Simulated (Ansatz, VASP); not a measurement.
MgI2: VASP beside Ansatz

```xyz
3
Lattice="4.1400 0.0000 0.0000 -2.0700 3.5854 0.0000 0.0000 0.0000 6.8136" Properties=species:S:1:pos:R:3 pbc="T T T"
Mg    0.0000    0.0000    0.0000
I     0.0000    2.3903    5.1545
I     2.0700    1.1951    1.6591
```

Change from the starting cell: uniaxial strain along c, a, b and atoms relaxed: -3.0 %.

Alike in both runs: functional PBEsol; k mesh 6 × 6 × 4; occupations gaussian, width 0.02 eV; no spin polarisation.

Ansatz relaxed the structure, and its values are those at the end. VASP's run is a single point on that final structure, the one shown.

|  | VASP | Ansatz |
| --- | --- | --- |
| version | VASP 6.6.1 | Ansatz 0.2.0 |
| potentials or method | VASP PAW PBE potentials, release 64 (Mg, I) | scalar-relativistic, plane waves, PAW |
| plane-wave cutoff (eV) | 520 | 420 |
| valence electrons in the cell | 16 | 44 |

VASP gave:

```
gap on the k mesh at the Fermi level (eV) : 3.43
least direct gap on the mesh (eV)         : 3.59
pressure (GPa)                            : 0.1
```

Question: Which values does Ansatz return?

Answer: gap on the k mesh at the Fermi level (eV): 3.45; least direct gap on the mesh (eV): 3.60; pressure (GPa): 0.1.

With one functional, cell and mesh, what is left measures potentials, basis and numerics. The two sets of potentials don't hold the same shells in valence. Ansatz warned: «symmetry_narrowed_by_cell_relaxation».

Caveats: the PAW data sets were made with another functional, which shifts forces and pressure a little (VASP); spin-orbit coupling is left out, which moves the levels of the heavy elements; this functional lacks dispersion, which binds the layers, so the pressure and a relaxed spacing across them are unreliable. A k mesh can miss the band edges.
